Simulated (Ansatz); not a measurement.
A run of Ansatz 0.2.0:

input.yaml

```yaml
crystal:
  lattice:
    - [0.0, 1.813001, 1.813001]
    - [1.813001, 0.0, 1.813001]
    - [1.813001, 1.813001, 0.0]
  atoms:
    - { symbol: "N", position: [0.25, 0.25, 0.25] }
    - { symbol: B, position: [0.0, 0.0, 0.0] }
kpoints:
  mp_grid: { grid: [13, 13, 13] }
  band_path:
    path:
      - [0.0, 0.0, 0.0]
      - [0.5, 0.0, 0.5]
      - [0.5, 0.25, 0.75]
      - [0.375, 0.375, 0.75]
      - [0.0, 0.0, 0.0]
      - [0.5, 0.5, 0.5]
      - [0.625, 0.25, 0.625]
      - [0.5, 0.25, 0.75]
    npoints: 8
scf:
  occupations: { method: fermi_dirac, width: 0.05 }
hamiltonian:
  xc: pbesol
  pseudopotentials: { kind: all_electron, lapw: { basis_error: 0.001 } }
output:
  forces: true
  stress: true
  eigenvalues: true
```

Potentials or basis: all-electron LAPW, scalar-relativistic.

The run is started by

```bash
$ ansatz run input.yaml --threads 1 --pin off --max-ram 3072MiB --backend cpu --events-out ev --progress --plain --runs-dir out
```

Hardware: 1 thread of Arm Neoverse V1 (shared host).

Estimate the wall time of this run.

It took 10 s on 1 thread of Arm Neoverse V1, on a shared host, peak memory 0.25 GiB. Counts: scf iterations 7, plane waves 259, k points 84, bands 10.
